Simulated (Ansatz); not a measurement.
A run of Ansatz 0.2.0 is set up as follows.

File input.yaml:

```yaml
crystal:
  lattice:
    - [3.7003831212, 0.0, 0.0]
    - [-1.8501915606, 3.2046257867, 0.0]
    - [0.0, 0.0, 12.53732154]
  atoms:
    - { symbol: Na, position: [0.6666666667, 0.3333333333, 0.75] }
    - { symbol: Na, position: [0.0, 0.0, 0.5] }
    - { symbol: Na, position: [0.3333333333, 0.6666666667, 0.25] }
    - { symbol: Na, position: [0.0, 0.0, 0.0] }
hamiltonian:
  xc: pbe
  pseudopotentials: { kind: paw }
kpoints:
  mp_grid: { grid: [8, 8, 3] }
scf:
  occupations: { method: fermi_dirac, width: 0.05 }
output:
  forces: true
  stress: true
  eigenvalues: true
```

Potentials or basis: Ansatz PAW.

The run is started by

```bash
$ ansatz run input.yaml --threads 2 --pin off --max-ram 5120MiB --backend cpu --events-out ev --progress --plain --runs-dir out
```

**Question.** Estimate the pressure.

**Answer.** 0.0 GPa.

**Question.** Estimate the band gap on the k mesh.

**Answer.** None (metal or under the smearing width).

Stress tensor (GPa, compression positive):
```
 0.31  0.00  0.00
 0.00  0.31  0.00
 0.00  0.00 -0.65
```
